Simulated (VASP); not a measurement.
A run of VASP 6.6.1:

Contents of INCAR:

```
SYSTEM = InAs
PREC = Accurate
ENCUT = 520
EDIFF = 1E-6
ISMEAR = -1
SIGMA = 0.02
LREAL = .FALSE.
LASPH = .TRUE.
NELM = 100
ALGO = Fast
ISIF = 2
LWAVE = .FALSE.
LCHARG = .TRUE.
GGA = PE
LELF = .TRUE.
LVHAR = .TRUE.
NBANDS = 16
```

The input KPOINTS:

```
regular mesh
0
G
  6 6 6
  0 0 0
```

POSCAR

```
InAs
1.0
    0.0000000000      3.0545915924      3.0545915924
    3.0545915924      0.0000000000      3.0545915924
    3.0545915924      3.0545915924      0.0000000000
In As
1 1
Direct
    0.0000000000      0.0000000000      0.0000000000
    0.2500000000      0.2500000000      0.2500000000
```

Potentials or basis: VASP PAW PBE potentials, release 64 (In_d, As).

Run with:

```bash
$ cat potpaw_PBE.64/In_d/POTCAR potpaw_PBE.64/As/POTCAR > POTCAR
$ mpirun -np 1 vasp_std > vasp.out
```

Hardware: 1 thread of AMD EPYC 9R45 96-Core Processor (Zen 5) (shared host).

Task: Estimate the wall time of this run.

Result: It took 9.5 s on 1 thread of AMD EPYC 9R45 96-Core Processor (Zen 5) (shared host), peak memory 0.15 GiB. Counts: scf iterations 14, k points 16.
